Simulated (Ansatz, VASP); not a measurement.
**Two plane-wave programs on BaS**

The input POSCAR:

```
BaS
1.0
    0.0000000000      3.2612575304      3.2612575304
    3.2612575304      0.0000000000      3.2612575304
    3.2612575304      3.2612575304      0.0000000000
Ba S
1 1
Direct
    0.0000000000      0.0000000000      0.0000000000
    0.5000000000      0.5000000000      0.5000000000
```

The input INCAR.step1:

```
PREC = Accurate
ENCUT = 520
ISMEAR = 0
SIGMA = 0.01
LREAL = False
LASPH = True
NELM = 100
NBANDS = 15
GGA = PE
ALGO = Normal
EDIFF = 1E-4
LWAVE = True
LCHARG = False
```

The input INCAR.step2:

```
PREC = Accurate
ENCUT = 520
EDIFF = 1E-7
ISMEAR = 0
SIGMA = 0.01
LREAL = False
LASPH = True
NELM = 100
ALGO = Normal
ISIF = 2
LWAVE = False
LCHARG = False
METAGGA = R2SCAN
LMIXTAU = True
NBANDS = 15
ISTART = 1
```

The input KPOINTS:

```
Automatic mesh
0
Gamma
  8 8 8
```

Input for Ansatz:

```yaml
crystal:
  lattice:
    - [0.0, 3.2612575304, 3.2612575304]
    - [3.2612575304, 0.0, 3.2612575304]
    - [3.2612575304, 3.2612575304, 0.0]
  atoms:
    - { symbol: Ba, position: [0.0, 0.0, 0.0] }
    - { symbol: S, position: [0.5, 0.5, 0.5] }
kpoints:
  mp_grid: { grid: [8, 8, 8] }
  band_path:
    path:
      - [0.0, 0.0, 0.0]
      - [0.5, 0.0, 0.5]
      - [0.625, 0.25, 0.625]
      - [0.375, 0.375, 0.75]
      - [0.5, 0.5, 0.5]
      - [0.5, 0.25, 0.75]
    npoints: 1
hamiltonian:
  xc: r2scan
scf:
  occupations: { method: fixed }
  n_extra_bands: 4
output:
  forces: true
  stress: true
  eigenvalues: true
```

Change from the starting cell: hydrostatic strain +1.5%.

Alike in both runs: task single point; functional r2SCAN; k mesh 8 × 8 × 8; no spin polarisation.

```csv
,VASP,Ansatz
version,VASP 6.6.1,Ansatz 0.2.0
potentials or method,"VASP PAW PBE potentials, release 64 (Ba_sv, S)","plane waves, PAW"
plane-wave cutoff (eV),520,500
occupations,"gaussian, width 0.01 eV",fixed
valence electrons in the cell,16,16
```

|  | VASP | Ansatz | Ansatz less VASP |
| --- | --- | --- | --- |
| gap on the k mesh at the Fermi level (eV) | 2.56 | 2.64 | +0.077 |
| pressure (GPa) | -1.4 | -1.8 | -0.47 |

Caveats: the PAW data sets were made with another functional, which shifts forces and pressure a little (VASP); spin-orbit coupling is left out, which moves the levels of the heavy elements. A k mesh can miss the band edges.
